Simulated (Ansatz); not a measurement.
Input, command and steps of an Ansatz relaxation.

```yaml
crystal:
  lattice:
    - [3.8243176461, 0.0, 0.0]
    - [-1.912158823, 3.3119562337, 0.0]
    - [0.0, 0.0, 16.4411527661]
  atoms:
    - { symbol: Ga, position: [0.3333333333, 0.6666666667, 0.1747219808] }
    - { symbol: Ga, position: [0.6666666667, 0.3333333333, 0.6747219808] }
    - { symbol: Ga, position: [0.3333333333, 0.6666666667, 0.3252780192] }
    - { symbol: Ga, position: [0.6666666667, 0.3333333333, 0.8252780192] }
    - { symbol: Se, position: [0.3333333333, 0.6666666667, 0.6025549248] }
    - { symbol: Se, position: [0.6666666667, 0.3333333333, 0.1025549248] }
    - { symbol: Se, position: [0.3333333333, 0.6666666667, 0.8974450752] }
    - { symbol: Se, position: [0.6666666667, 0.3333333333, 0.3974450752] }
basis:
  ecutwfc: 420
kpoints:
  mp_grid: { grid: [12, 12, 2] }
hamiltonian:
  xc: pbe
  dispersion: d3bj
scf:
  occupations: { method: gaussian, width: 0.02 }
output:
  forces: true
  stress: true
  eigenvalues: true
relax:
  adjacent_minimum: "off"
  f_tol: 0.01
  max_steps: 30
  cell: { stress_tol: 0.1, fix: [volume] }
```

```bash
ansatz run input.yaml --threads 2 --pin off --max-ram 5120MiB --backend cpu --events-out ev --progress --plain --runs-dir out
```

Method: Ansatz 0.2.0, DFT PBE+D3(BJ), scalar-relativistic, plane waves, PAW.

The volume is held at 1.06 times that of the relaxed cell.

Of 4 frames 3 are shown, positions in Å and forces in eV/Å; the SCF threshold varies from step to step. Steps run on the plane waves of an earlier cell, with a Pulay correction in the pressure. The basis is chosen afresh for the last frame, the zero of the energies, and at times for earlier ones too; energy and pressure step there, also at an unchanged geometry.

```xyz
8
Lattice="3.8243 0.0000 0.0000 -1.9122 3.3120 0.0000 0.0000 0.0000 16.4412" Properties=species:S:1:pos:R:3:forces:R:3 pbc="T T T" step=1 free_energy_over_end_meV_per_atom=2.40 pressure_GPa=-2.13
Ga    0.0000    2.2080    2.8726    0.0000    0.0000   -0.0673
Ga    1.9122    1.1040   11.0932    0.0000    0.0000   -0.0673
Ga    0.0000    2.2080    5.3479    0.0000    0.0000    0.0673
Ga    1.9122    1.1040   13.5685    0.0000    0.0000    0.0673
Se    0.0000    2.2080    9.9067    0.0000    0.0000    0.1990
Se    1.9122    1.1040    1.6861    0.0000    0.0000    0.1990
Se    0.0000    2.2080   14.7550    0.0000    0.0000   -0.1990
Se    1.9122    1.1040    6.5345    0.0000    0.0000   -0.1990
8
Lattice="3.8087 0.0000 0.0000 -1.9044 3.2985 0.0000 0.0000 0.0000 16.5760" Properties=species:S:1:pos:R:3:forces:R:3 pbc="T T T" step=2 free_energy_over_end_meV_per_atom=0.27 pressure_GPa=-1.03
Ga    0.0000    2.1990    2.9159    0.0000    0.0000    0.0558
Ga    1.9044    1.0995   11.2039    0.0000    0.0000    0.0558
Ga    0.0000    2.1990    5.3721    0.0000    0.0000   -0.0558
Ga    1.9044    1.0995   13.6601    0.0000    0.0000   -0.0558
Se    0.0000    2.1990   10.0440    0.0000    0.0000   -0.0692
Se    1.9044    1.0995    1.7560    0.0000    0.0000   -0.0692
Se    0.0000    2.1990   14.8200    0.0000    0.0000    0.0692
Se    1.9044    1.0995    6.5320    0.0000    0.0000    0.0692
8
Lattice="3.8010 0.0000 0.0000 -1.9005 3.2918 0.0000 0.0000 0.0000 16.6435" Properties=species:S:1:pos:R:3:forces:R:3 pbc="T T T" step=4 free_energy_over_end_meV_per_atom=0.00 pressure_GPa=-1.11
Ga    0.0000    2.1945    2.9323    0.0000    0.0000    0.0005
Ga    1.9005    1.0973   11.2540    0.0000    0.0000    0.0005
Ga    0.0000    2.1945    5.3895    0.0000    0.0000   -0.0005
Ga    1.9005    1.0973   13.7112    0.0000    0.0000   -0.0005
Se    0.0000    2.1945   10.0815    0.0000    0.0000   -0.0024
Se    1.9005    1.0973    1.7598    0.0000    0.0000   -0.0024
Se    0.0000    2.1945   14.8837    0.0000    0.0000    0.0024
Se    1.9005    1.0973    6.5620    0.0000    0.0000    0.0024
```

It took 63 s on 2 threads of Arm Neoverse V1, on a shared host, peak memory 0.77 GiB.